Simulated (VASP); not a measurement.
# W (Im-3m) in VASP: a series of runs

Runs on W. Level: r2SCAN+rVV10. Tasks: relaxation of cell and atoms, electrostatic potential.

All numbers are computed with VASP 6.6.1; they aren't measurements. Logs are shortened: lines on timing, memory, paths and dates and some standing lists are left out, and cuts for length are marked.

**1. The crystal as given**

The structure is cubic, space group Im-3m (No. 229). The conventional cell has a = 3.150 Å, b = 3.150 Å, c = 3.150 Å, α = 90.00°, β = 90.00°, γ = 90.00°. W (site symmetry m-3m) has 8 W at 2.73 Å as nearest neighbours.

The cell was built by a generator and needn't be a form met in nature.

**2. Relaxation of cell and atoms, r2SCAN+rVV10**

Input file INCAR:

```
ALGO = Normal
BPARAM = 11.95
CPARAM = 0.0093
EDIFF = 1E-7
EDIFFG = -0.005
ENCUT = 600
IBRION = 2
ISIF = 3
ISMEAR = 1
IVDW_NL = 2
LASPH = True
LCHARG = False
LMIXTAU = True
LREAL = False
LUSE_VDW = True
LWAVE = False
METAGGA = R2SCAN
NELM = 120
NSW = 60
PREC = Accurate
SIGMA = 0.1
```

Input file KPOINTS:

```
k-points
0
Gamma
  18 18 18
```

Input file POSCAR:

```
W
1.0
   -1.5750000000      1.5750000000      1.5750000000
    1.5750000000     -1.5750000000      1.5750000000
    1.5750000000      1.5750000000     -1.5750000000
W
1
Direct
    0.0000000000      0.0000000000      0.0000000000
```

Potentials or basis: VASP PAW PBE potentials, release 64 (W_sv).

Command:

```
$ cat potpaw_PBE.64/W_sv/POTCAR > POTCAR
$ mpirun -np 1 vasp_std > vasp.out
```

OUTCAR:

```text
BPARAM = 11.95
   EDIFF = 1E-7
   EDIFFG = -0.005
   ENCUT = 600
   IBRION = 2
   ISIF = 3
   ISMEAR = 1
   IVDW_NL = 2
   LASPH = True
   LREAL = False
   METAGGA = R2SCAN
   NELM = 120
   NSW = 60
   PREC = Accurate

 ion  position               nearest neighbor table
   1  0.000  0.000  0.000-

  LATTYP: Found a body centered cubic cell.
 ALAT       =     3.1500000000

  Lattice vectors:

 A1 = (  -1.5750000000,   1.5750000000,   1.5750000000)
 A2 = (   1.5750000000,  -1.5750000000,   1.5750000000)
 A3 = (   1.5750000000,   1.5750000000,  -1.5750000000)

Analysis of symmetry for initial positions (statically):
=====================================================================
 Subroutine PRICEL returns:
 Original cell was already a primitive cell.

 Routine SETGRP: Setting up the symmetry group for a
 body centered cubic supercell.

 Subroutine GETGRP returns: Found 48 space group operations
 (whereof 48 operations were pure point group operations)
 out of a pool of 48 trial point group operations.

The static configuration has the point symmetry O_h .

Analysis of symmetry for dynamics (positions and initial velocities):
=====================================================================
 Subroutine PRICEL returns:
 Original cell was already a primitive cell.

 Routine SETGRP: Setting up the symmetry group for a
 body centered cubic supercell.

 Subroutine GETGRP returns: Found 48 space group operations
 (whereof 48 operations were pure point group operations)
 out of a pool of 48 trial point group operations.

The dynamic configuration has the point symmetry O_h .

 Subroutine INISYM returns: Found 48 space group operations
 (whereof 48 operations are pure point group operations),
 and found     1 'primitive' translations

----------------------------------------------------------------------------------------

                                     Primitive cell

  volume of cell :      15.6279

  direct lattice vectors                    reciprocal lattice vectors
    -1.575000000  1.575000000  1.575000000     0.000000000  0.317460317  0.317460317
     1.575000000 -1.575000000  1.575000000     0.317460317  0.000000000  0.317460317
     1.575000000  1.575000000 -1.575000000     0.317460317  0.317460317  0.000000000

  length of vectors
     2.727980022  2.727980022  2.727980022     0.448956686  0.448956686  0.448956686

  position of ions in fractional coordinates (direct lattice)
     0.000000000  0.000000000  0.000000000

  ion indices of the primitive-cell ions
   primitive index   ion index
                 1           1

----------------------------------------------------------------------------------------

 KPOINTS: k-points

Automatic generation of k-mesh.
 Grid dimensions read from file:
 generate k-points for:   18   18   18

 Generating k-lattice:

  Cartesian coordinates                     Fractional coordinates (reciprocal lattice)
     0.000000000  0.017636684  0.017636684     0.055555556  0.000000000  0.000000000
     0.017636684  0.000000000  0.017636684     0.000000000  0.055555556  0.000000000
     0.017636684  0.017636684  0.000000000     0.000000000  0.000000000  0.055555556

  Length of vectors
     0.024942038  0.024942038  0.024942038

  Shift w.r.t. Gamma in fractional coordinates (k-lattice)
     0.000000000  0.000000000  0.000000000

 Subroutine IBZKPT returns following result:
 ===========================================

 Found    195 irreducible k-points:

 Following reciprocal coordinates:
            Coordinates               Weight
  0.000000  0.000000  0.000000      1.000000
  0.055556  0.000000  0.000000     12.000000
  0.111111  0.000000  0.000000     12.000000
  0.166667  0.000000  0.000000     12.000000
  0.222222  0.000000  0.000000     12.000000
  0.277778  0.000000  0.000000     12.000000
[... 16 lines left out ...]
  0.333333  0.111111  0.000000     48.000000
  0.388889  0.111111 -0.000000     48.000000
 [... further k-points ...]
   k-points           NKPTS =    195   k-points in BZ     NKDIM =    195   number of bands    NBANDS=     11
   number of dos      NEDOS =    301   number of ions     NIONS =      1
   total plane-waves  NPLWV =  13824
   dimension x,y,z NGX =    24 NGY =   24 NGZ =   24
   dimension x,y,z NGXF=    48 NGYF=   48 NGZF=   48
   ions per type =               1
   NGX,Y,Z   is equivalent  to a cutoff of  14.63, 14.63, 14.63 a.u.
   NGXF,Y,Z  is equivalent  to a cutoff of  29.25, 29.25, 29.25 a.u.
 SYSTEM =  unknown system
   PREC   = accura    normal or accurate (medium, high low for compatibility)
   ISTART =      0    job   : 0-new  1-cont  2-samecut
   ICHARG =      2    charge: 1-file 2-atom 10-const
   ISPIN  =      1    spin polarized calculation?
   LNONCOLLINEAR =      F non collinear calculations
   LSORBIT =      F    spin-orbit coupling
   LASPH  =      T    aspherical Exc in radial PAW
   ENCUT  =  600.0 eV  44.10 Ry    6.64 a.u.   5.45  5.45  5.45*2*pi/ulx,y,z
   NELM   =    120;   NELMIN=  2; NELMDL= -5     # of ELM steps
   EDIFF  = 0.1E-06   stopping-criterion for ELM
   LREAL  =      F    real-space projection
   EDIFFG = -.5E-02   stopping-criterion for IOM
   NSW    =     60    number of steps for IOM
   IBRION =      2    ionic relax: 0-MD 1-quasi-New 2-CG
   NFREE  =      1    steps in history (QN), initial steepest desc. (CG)
   ISIF   =      3    stress and relaxation
   ISYM   =      2    0-nonsym 1-usesym 2-fastsym
   POTIM  = 0.5000    time-step for ionic-motion
   TEBEG  =    0.0;   TEEND  =   0.0 temperature during run
   PSTRESS=    0.0 pullay stress
   NELECT =      14.0000    total number of electrons
   NUPDOWN=      -1.0000    fix difference up-down
   EMIN   =  10.00;   EMAX   =-10.00  energy-range for DOS
   EFERMI =   0.00;   METHOD = LEGACY
   ISMEAR =     1;   SIGMA  =   0.10  broadening in eV -4-tet -1-fermi 0-gaus
   EFERMI_NEDOS =   21; number of points for ismear=-14 and -15
   IALGO  =     38    algorithm
   IMIX   =      4    mixing-type and parameters
     AMIX     =   0.40;   BMIX     =  1.00
     AMIX_MAG =   1.60;   BMIX_MAG =  1.00
  volume/ion in A,a.u.               =      15.63       105.46
  Fermi-wavevector in a.u.,A,eV,Ry     =   1.578157  2.982285 33.886404  2.490580
  Thomas-Fermi vector in A             =   2.678731
   LORBIT       =      0    0 simple, 1 ext, 2 COOP (PROOUT), +10 PAW based schemes
   METAGGA = R2SCAN    functional components
   LHFCALC =     F    Hartree Fock is set to
   AEXX    =    0.0000 exact exchange contribution
   IVDW_NL    =     2    kernel type
   BPARAM     =11.9500
   IVDW    =     0    specifies the selected vdW correction
   LEPSILON=     F    determine dielectric tensor
   LRPA    =     F    only Hartree local field effects (RPA)
 conjugate gradient relaxation of ions
 non-spin polarized calculation
 Methfessel and Paxton  Order N= 1 SIGMA  =   0.10
  energy-cutoff  :      600.00
  volume of cell :       15.63
 maximum number of plane-waves:       539
 NGX is ok and might be reduce to    24

--------------------------------------- Ionic step        1  -------------------------------------------

 number of electron      14.0000001 magnetization

 Free energy of the ion-electron system (eV)
  ---------------------------------------------------
  ext. energy  EPLUGINS =         0.00000000
  ---------------------------------------------------
  free energy    TOTEN  =       -51.12929007 eV

  energy without entropy =      -51.12869375  energy(sigma->0) =      -51.12909129

------------------------ aborting loop because EDIFF is reached ----------------------------------------

  FORCE on cell =-STRESS in cart. coord.  units (eV):
  Direction    XX          YY          ZZ          XY          YZ          ZX
  --------------------------------------------------------------------------------------
  -------------------------------------------------------------------------------------
  Total        0.5336469      0.5336469      0.5336469      0.0000000      0.0000000      0.0000000
  in kB       54.7095243     54.7095243     54.7095243      0.0000000      0.0000000      0.0000000
  external PRESSURE =      54.7095243 kB  Pullay stress =       0.0000000 kB
[... 90 lines left out ...]
  energy  without entropy=      -51.1329954122  energy(sigma->0) =      -51.13338531

--------------------------------------- Ionic step        4  -------------------------------------------

 number of electron      14.0000002 magnetization

 Free energy of the ion-electron system (eV)
  ---------------------------------------------------
  ext. energy  EPLUGINS =         0.00000000
  ---------------------------------------------------
  free energy    TOTEN  =       -51.13358424 eV

  energy without entropy =      -51.13300002  energy(sigma->0) =      -51.13338950

 E-fermi :  11.2454     XC(G=0): -14.9637

 val. band max:       11.2393858768   @ k =  -0.1667   0.1667   0.0556
 cond. band min:      11.2587925545   @ k =  -0.3889   0.3889   0.2778
 fundamental gap:      0.0194066777
 Fermi energy:        11.2453861397

 k-point     1 :       0.0000    0.0000    0.0000
  band No.  band energies     occupation
      1     -64.8403      2.00000
      2     -27.7044      2.00000
      3     -27.7044      2.00000
      4     -27.7044      2.00000
      5       1.1186      2.00000
      6       9.9783      2.00000
      7       9.9783      2.00000
      8       9.9783      2.00000
      9      13.8161      0.00000
     10      13.8161      0.00000
     11      26.4914      0.00000
[... 309 lines left out ...]
 k-point    24 :       0.3889    0.1111   -0.0000
  band No.  band energies     occupation
      1     -64.6900      2.00000
      2     -28.9862      2.00000
      3     -28.1827      2.00000
      4     -27.7723      2.00000
      5       5.1487      2.00000
      6       7.6686      2.00000
      7      10.5254      2.00000
      8      13.5013      0.00000
      9      14.9044      0.00000
     10      17.8783      0.00000
     11      22.7392      0.00000

 [... further k-points ...]

------------------------ aborting loop because EDIFF is reached ----------------------------------------

  FORCE on cell =-STRESS in cart. coord.  units (eV):
  Direction    XX          YY          ZZ          XY          YZ          ZX
  --------------------------------------------------------------------------------------
  -------------------------------------------------------------------------------------
  Total        0.0000355      0.0000355      0.0000355      0.0000000     -0.0000000     -0.0000000
  in kB        0.0035852      0.0035852      0.0035852      0.0000000     -0.0000000     -0.0000000
  external PRESSURE =       0.0035852 kB  Pullay stress =       0.0000000 kB
[... 16 lines left out ...]
  FREE ENERGIE OF THE ION-ELECTRON SYSTEM (eV)
  ---------------------------------------------------
  free  energy   TOTEN  =       -51.1335842353 eV

  energy  without entropy=      -51.1330000195  energy(sigma->0) =      -51.13338950

 reached required accuracy - stopping structural energy minimisation
```

Run time: 7.4 min. Hardware: 1 thread of Intel Xeon Platinum 8259CL at 2.50GHz (Skylake/Cascade Lake), shared host; peak memory 0.26 GiB.

What came out:

| Quantity | Value |
| --- | --- |
| Free energy | -51.1336 eV |
| Relaxed volume | 15.88 Å³/atom |
| Relaxed cell | a = 2.743 Å, b = 2.743 Å, c = 2.743 Å, α = 109.47°, β = 109.47°, γ = 109.47° |
| Space group after relaxing (to 0.05 Å) | Im-3m (No. 229) |
| Energy gained by relaxing | 4.3 meV/atom |
| Ionic steps | 4 |
| Pressure after relaxing | 0.0 GPa |
| Band gap on the k mesh | none (metal or under the smearing width) |

Step by step:
| step | energy change (eV) | largest force (eV/Å) | pressure (GPa) | volume (Å³) |
| --- | --- | --- | --- | --- |
| 1 | 0.0000 | 0.0000 | 5.47 | 15.63 |
| 2 | 0.0505 | 0.0000 | -16.92 | 16.87 |
| 3 | -0.0043 | 0.0000 | -0.15 | 15.89 |
| 4 | -0.0043 | 0.0000 | 0.00 | 15.88 |

Final structure:
```cif
data_structure
_symmetry_space_group_name_H-M 'P 1'
_symmetry_Int_Tables_number 1
_cell_length_a 2.7428
_cell_length_b 2.7428
_cell_length_c 2.7428
_cell_angle_alpha 109.471
_cell_angle_beta 109.471
_cell_angle_gamma 109.471
_cell_volume 15.88
loop_
_atom_site_label
_atom_site_type_symbol
_atom_site_fract_x
_atom_site_fract_y
_atom_site_fract_z
_atom_site_occupancy
W1 W 0.00000 0.00000 0.00000 1
```

Levels at points of the mesh, in eV from the Fermi level:
```tsv
k point	band 5	band 6	band 7	band 8	band 9	band 10
(0.00, 0.00, 0.00)	-10.13	-1.27	-1.27	-1.27	2.57	2.57
(0.50, 0.00, 0.00)	-6.55	-3.73	0.51	2.41	3.46	6.35
(0.50, 0.50, 0.50)	-6.00	-6.00	5.34	5.34	5.34	8.52
```

Caveat: the PAW data sets were made with another functional, which shifts forces and pressure a little.

**3. Electrostatic potential, r2SCAN+rVV10**

This run uses another cell than the first one, of 15.88 Å³/atom, 1.016 times its volume.

Input file INCAR:

```
SYSTEM = W
PREC     = Accurate       ! precision mode
ENCUT    = 520            ! plane-wave cutoff, eV
EDIFF    = 1E-7           ! SCF threshold, eV
ISMEAR   = 1              ! smearing method
SIGMA    = 0.1            ! smearing width, eV
LREAL    = .FALSE.        ! projectors in reciprocal space
LASPH    = .TRUE.         ! aspherical terms in the spheres
NELM     = 100            ! most SCF steps
ALGO     = Normal         ! electronic algorithm
ISIF     = 2              ! what is computed and relaxed
LWAVE    = .FALSE.        ! write WAVECAR
LCHARG   = .TRUE.         ! write CHGCAR
METAGGA  = R2SCAN         ! meta-GGA
LMIXTAU  = .TRUE.       
LUSE_VDW = .TRUE.       
IVDW_NL  = 2            
BPARAM   = 11.95        
CPARAM   = 0.0093       
LVHAR    = .TRUE.
```

Input file KPOINTS:

```
Automatic mesh
0
G
  18 18 18
  0 0 0
```

Input file POSCAR:

```
W                                       
1.0
   -1.5835709223      1.5835709223      1.5835709223
    1.5835709223     -1.5835709223      1.5835709223
    1.5835709223      1.5835709223     -1.5835709223
  W             
     1
Direct
     0.0000000000000000    0.0000000000000000    0.0000000000000000
```

Potentials or basis: VASP PAW PBE potentials, release 64 (W_sv).

Command:

```
$ cat potpaw_PBE.64/W_sv/POTCAR > POTCAR
$ mpirun -np 1 vasp_std > vasp.out
```

It took 2.5 min on 1 thread of Intel Xeon Platinum 8259CL at 2.50GHz (Skylake/Cascade Lake), shared host; peak memory 0.21 GiB.

Results (log left out):

* Free energy: -51.1332 eV
* Pressure: 0.0 GPa
* Band gap on the k mesh: none (metal or under the smearing width)

Levels at points of the mesh, in eV from the Fermi level:
| k point | band 5 | band 6 | band 7 | band 8 | band 9 | band 10 |
| --- | --- | --- | --- | --- | --- | --- |
| (0.00, 0.00, 0.00) | -10.13 | -1.27 | -1.27 | -1.27 | 2.57 | 2.57 |
| (0.50, 0.00, 0.00) | -6.55 | -3.73 | 0.51 | 2.41 | 3.46 | 6.35 |
| (0.50, 0.50, 0.50) | -6.00 | -6.00 | 5.34 | 5.34 | 5.34 | 8.52 |

Caveat: the PAW data sets were made with another functional, which shifts forces and pressure a little.
